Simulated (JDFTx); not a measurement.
## HfN under changes of volume

One of the cells (11.518 Å³/atom); the others are scaled copies at fixed shape and fractional positions:

```
Hf N
1.0
     3.13391    0.00000    0.00000
    -1.56695    2.71404    0.00000
     0.00000    0.00000    5.41677
Hf N
2 2
Direct
  0.33333 0.66667 0.25000
  0.66667 0.33333 0.75000
  0.00000 0.00000 0.50000
  0.00000 0.00000 0.00000
```

The cell comes from a database or a generator and needn't be the stable form of this composition.

```yaml
Program: JDFTx 1.7.0 (patched build)
Functional: PBEsol
Potentials_or_basis: PseudoDojo-SR-PBEsol-0.4.1-standard with smoothed tails
Cutoff: 1143 eV
Density_cutoff: 9143 eV
k_mesh: 10 × 10 × 5
Occupations: fermi-dirac, width 0.05 eV
Spin: no spin polarisation
```

```csv
volume (Å³/atom),energy over the lowest point (meV/atom),pressure (GPa)
10.827,24.84,15.5
11.057,7.68,8.6
11.288,0.00,2.3
11.518,0.85,-3.3
11.749,?,?
11.979,24.79,-12.9
12.209,46.41,-17.0
```

Q: What does the run at 11.749 Å³/atom give?

A: Energy over the lowest point 9.37 meV/atom; pressure -8.4 GPa.

Worked out: A Birch-Murnaghan fit of order 3 (a polynomial in V^(-2/3)) to the other rows has its minimum at 11.38 Å³/atom with B0 = V·E''(V) = 281 GPa and B' = 4.2 at fixed shape and positions, which overstates the stiffness. It gives 9.39 meV/atom at 11.749 Å³/atom, against the run's 9.37, and -dE/dV = -8.4 GPa, against -8.4.

Energies are extrapolated to zero smearing.
